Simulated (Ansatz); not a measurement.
Write the native input for Ansatz 0.2.0 that does the following.

```
Task                : projected density of states
Functional          : r2SCAN
Potentials or basis : Ansatz PAW
Cutoff              : 500 eV (not typed: the program's choice for these potentials)
k mesh              : 6 × 6 × 6
Occupations         : fermi-dirac, width 0.05 eV
Spin                : collinear spin, ferromagnetic start
Starting moments    : [2.0, 0.0] μB
```

Crystal: CoO.

```
CELL_PARAMETERS angstrom
1.60222 0.92504 2.56647
-1.60222 0.92504 2.56647
0.00000 -1.85008 2.56647
ATOMIC_POSITIONS crystal
Co 0.99898 0.99898 0.99898
O 0.75102 0.75102 0.75102
```

Measurements of this composition are mostly on another form, of space group No. 225.

These files were run (other wordings do the same):

input.yaml

```yaml
crystal:
  lattice:
    - [1.6022198417, 0.9250420569, 2.5664708903]
    - [-1.6022198417, 0.9250420569, 2.5664708903]
    - [0.0, -1.8500841138, 2.5664708903]
  atoms:
    - { symbol: Co, position: [0.99897832, 0.99897832, 0.99897832], spin: 2.0 }
    - { symbol: O, position: [0.75102103, 0.75102103, 0.75102103] }
hamiltonian:
  xc: r2scan
  pseudopotentials: { kind: paw }
magnetization:
  spin_polarized: true
kpoints:
  mp_grid: { grid: [6, 6, 6] }
scf:
  occupations: { method: fermi_dirac, width: 0.05 }
  n_extra_bands: 6
output:
  forces: true
  stress: true
  eigenvalues: true
  dos: { projected: true, de: 0.05, nscf_kmesh: { grid: [9, 9, 9] } }
```

Potentials or basis: Ansatz PAW.

Run with:

```bash
$ ansatz run input.yaml --threads 2 --pin off --max-ram 5632MiB --backend cpu --events-out ev --progress --plain --runs-dir out
```

It gave:

```yaml
Pressure: 4.2 GPa
Band_gap_on_the_k_mesh: 0.11 eV, indirect (least direct gap 0.26 eV)
Net_moment: 2.99 μB per cell
Absolute_moment: 3.00 μB per cell
Site_moments: Co +2.41; O +0.28 μB
```

Caveat: the magnetic or orbital state may not be the lowest; a cell with one magnetic atom can't hold antiferromagnetic order, which such compounds often take; the PAW data sets come from PBE, with cores solved anew for the run's functional, which leaves a small shift of forces and pressure.

Wall time 7.9 s on 2 threads of AMD EPYC 7R43 64-Core Processor (Zen 3) (shared host), peak memory 0.43 GiB.
